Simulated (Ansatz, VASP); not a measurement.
One calculation of CdTe, two programs

File INCAR:

```
ALGO = Normal
EDIFF = 1E-6
ENCUT = 520
GGA = RE
ISIF = 2
ISMEAR = 0
IVDW = 13
LASPH = T
LCHARG = F
LREAL = F
LWAVE = F
NBANDS = 16
NELM = 60
PREC = Accurate
SIGMA = 0.05
```

The input KPOINTS:

```
k-points
0
Gamma
  6 6 6
```

The input POSCAR:

```
CdTe
1.0
    0.0000000000      3.2049986979      3.2049986979
    3.2049986979      0.0000000000      3.2049986979
    3.2049986979      3.2049986979      0.0000000000
Cd Te
1 1
Direct
    0.5000000000      0.5000000000      0.5000000000
    0.0000000000      0.0000000000      0.0000000000
```

Input for Ansatz:

```yaml
crystal:
  lattice:
    - [0.0, 3.2049986979, 3.2049986979]
    - [3.2049986979, 0.0, 3.2049986979]
    - [3.2049986979, 3.2049986979, 0.0]
  atoms:
    - { symbol: Cd, position: [0.5, 0.5, 0.5] }
    - { symbol: Te, position: [0.0, 0.0, 0.0] }
basis:
  ecutwfc: 420
  ecutrho_ratio: 4
kpoints:
  mp_grid: { grid: [6, 6, 6] }
hamiltonian:
  xc: revpbe
  dispersion: d4
scf:
  occupations: { method: gaussian, width: 0.05 }
output:
  forces: true
  stress: true
  eigenvalues: true
```

Alike in both runs: task single point; functional revPBE; dispersion D4; k mesh 6 × 6 × 6; occupations gaussian, width 0.05 eV; no spin polarisation.

|  | VASP | Ansatz |
| --- | --- | --- |
| version | VASP 6.6.1 | Ansatz 0.2.0 |
| potentials or method | VASP PAW PBE potentials, release 64 (Cd, Te) | scalar-relativistic, plane waves, PAW |
| plane-wave cutoff (eV) | 520 | 420 |
| valence electrons in the cell | 18 | 36 |

```csv
,VASP,Ansatz,Ansatz less VASP
gap on the k mesh at the Fermi level (eV),none,none,-
pressure (GPa),-6.3,-6.4,-0.09
dispersion energy (meV/atom),-613.1,-613.3,-0.20
```

A gap of «none» marks a metal or a gap that the smearing closes. The two sets of potentials don't hold the same shells in valence.

Caveats: the PAW data sets were made with another functional, which shifts forces and pressure a little (VASP); pairwise dispersion overbinds metals, which lowers pressure and volume. Spin-orbit coupling is left out, which matters for the levels of Te.
